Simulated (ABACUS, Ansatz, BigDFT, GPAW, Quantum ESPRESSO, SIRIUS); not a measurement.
**The equilibrium volume of NaCl, sorted by core time**

Symmetry: Fm-3m, No. 225, cubic system. Conventional cell: a = 5.588 Å, b = 5.588 Å, c = 5.588 Å, α = 90.00°, β = 90.00°, γ = 90.00°. Cl (site symmetry m-3m) has 6 Na at 2.79 Å as nearest neighbours. Na (site symmetry m-3m) has 6 Cl at 2.79 Å as nearest neighbours.

The cell is a database's computed one, not the measured one.

| rung | level | program and potentials | cutoff (eV) | k mesh | smearing | task | core time | chip | equilibrium volume (Å³/atom) | notes |
| --- | --- | --- | --- | --- | --- | --- | --- | --- | --- | --- |
| GGA + dispersion | PBE+D3(BJ) | Ansatz, all-electron LAPW, scalar-relativistic | - | 8 × 8 × 8 | fermi-dirac 0.05 | relaxation of cell and atoms | 6.2 s | Arm Neoverse V1 | 21.74 | - |
| GGA + dispersion | PBEsol+D4 | Ansatz, all-electron LAPW, scalar-relativistic | - | 8 × 8 × 8 | fermi-dirac 0.05 | relaxation of cell and atoms | 8.2 s | Arm Neoverse V1 | 21.63 | - |
| GGA + dispersion | BLYP+D4 | Ansatz, all-electron LAPW, scalar-relativistic | - | 8 × 8 × 8 | fermi-dirac 0.05 | relaxation of cell and atoms | 8.8 s | Arm Neoverse V1 | 22.46 | - |
| GGA | revPBE | Ansatz, all-electron LAPW, scalar-relativistic | - | 8 × 8 × 8 | fermi-dirac 0.05 | relaxation of cell and atoms | 10 s | Arm Neoverse V1 | 24.73 | - |
| GGA | WC | ABACUS, PseudoDojo NC SR 0.5 PBE standard, plane waves | 1211 | 6 × 6 × 6 | fermi-dirac 0.05 | relaxation of cell and atoms | 31 s | Intel Xeon Platinum 8488C Sapphire Rapids | 22.23 | potentials made for PBE |
| GGA + dispersion | PBEsol+D4 | GPAW, PAW data sets generated for this functional | 800 | 7 × 7 × 7 | fermi-dirac 0.05 | equation of state | 75 s | Arm Neoverse V2 | 21.69 | - |
| GGA | PBEint | GPAW, PAW data sets generated for this functional | 800 | 7 × 7 × 7 | fermi-dirac 0.05 | equation of state | 1.7 min | Arm Neoverse V1 | 22.86 | - |
| GGA + dispersion | PBE+D3(BJ) | Quantum ESPRESSO, PseudoDojo 0.4.1 SR PBE standard | 1197 | 8 × 8 × 8 | fermi-dirac 0.05 | equation of state | 3 min | Arm Neoverse V1 | 21.88 | - |
| GGA | WC | SIRIUS, all-electron FP-LAPW, apw+lo standard | - | 8 × 8 × 8 | fermi-dirac 0.05 | equation of state | 3.4 min | Intel Xeon Ice Lake | 22.15 | - |
| GGA | PBE | BigDFT, UZH-GTH-PBE (Cl q7, Na q1) | - | 5 × 5 × 4 | fixed | equation of state | 9.4 min | Intel Xeon 6975P-C Granite Rapids | 22.06 | cell of 4 atoms; far from this level's other runs, cause not traced |

Times are single runs on shared hosts and different chips, so they are rough; meshes, cutoffs and the tasks' sizes weigh on the time. All rows: no spin polarisation. Smearing widths are in eV. Meshes differ between rows, which moves values too. Meshes are those of the run's cell of 2 atoms unless a note names another. Relaxations start from the cell shown or near it and stop with a little pressure left. Runs on faulty files, with rough fits or with known faults for this quantity aren't shown. No row holds spin-orbit coupling.

By rung: GGA + dispersion 21.63 to 22.46; GGA 22.06 to 24.73 (Å³/atom).
